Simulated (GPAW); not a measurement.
Here is a GPAW 26.7.0 calculation.

Contents of run.py:

```python
from ase.calculators.mixing import SumCalculator
from ase.eos import EquationOfState
from ase.io import Trajectory, read
from ase.units import GPa
from dftd4.ase import DFTD4
from gpaw import GPAW, PW, setup_paths

setup_paths.insert(0, '.')

atoms = read('BP.xyz')

traj = Trajectory('eos.traj', 'w')
volumes, energies = [], []
for x in [0.94, 0.96, 0.98, 1.0, 1.02, 1.04, 1.06]:
    a = atoms.copy()
    a.set_cell(atoms.cell * x**(1 / 3), scale_atoms=True)
    calc = GPAW(mode=PW(800),
                xc='PBEsol',
                kpts={'size': (10, 10, 10), 'gamma': True},
                occupations={'name': 'fermi-dirac', 'width': 0.05},
                nbands=11,
                convergence={'density': 1e-05, 'energy': 1e-05},
                maxiter=150,
                txt=f'eos-{x:.2f}.txt')
    a.calc = SumCalculator([calc, DFTD4(method='pbesol')])
    energies.append(a.get_potential_energy())
    volumes.append(a.get_volume())
    p = -a.get_stress()[:3].mean() / GPa
    calc.write(f'eos-{x:.2f}.gpw')
    traj.write(a)
    print(f'{x:.2f} {volumes[-1]:10.4f} A^3 {energies[-1]:14.6f} eV {p:9.3f} GPa', flush=True)

v0, e0, B = EquationOfState(volumes, energies, eos='birchmurnaghan').fit()
print(f'V0 = {v0:.4f} A^3, E0 = {e0:.6f} eV, B0 = {B / GPa:.2f} GPa')
```

The input BP.xyz:

```xyz
2
Lattice="0.0000000000 2.2690000000 2.2690000000 2.2690000000 0.0000000000 2.2690000000 2.2690000000 2.2690000000 0.0000000000" Properties=species:S:1:pos:R:3 pbc="T T T"
P      3.4035000000      3.4035000000      3.4035000000
B      0.0000000000      0.0000000000      0.0000000000
```

Potentials or basis: PAW data sets generated in the run's folder for this functional, pw.

Run with:

```console
$ gpaw-setup -f PBEsol B P
$ OMP_NUM_THREADS=1 python run.py
```

Task: Predict the bulk modulus.

Result: 174 GPa.

Task: Estimate the pressure derivative of the bulk modulus.

Result: 3.9.

Task: Estimate the equilibrium volume.

Result: 11.38 Å³/atom.

Energy against volume, from the lowest point:
```
volume (Å³/atom)  energy (meV/atom)
          10.981               7.89
          11.214               1.14
          11.448               0.00
          11.682               3.94
          11.915              12.47
          12.149              25.16
          12.383              41.63
```

**The experiment to reproduce.**

From “Equation of state of single-crystal cubic boron phosphide”, 2014, arxiv:1407.1677, for a bulk crystal of BP at 300 K: bulk modulus 179 ± 1 GPa.

Measured bulk modulus of BP: 179 GPa (300 K; “Equation of state of single-crystal cubic boron phosphide”, 2014, arxiv:1407.1677). This calculation gives 174 GPa (-2.6 %). 3 values of this kind are on record (173 to 179 GPa); this one was drawn at random among those near their median, those with a stated uncertainty first. The fit is for a static lattice scaled at fixed shape and fixed fractional positions.
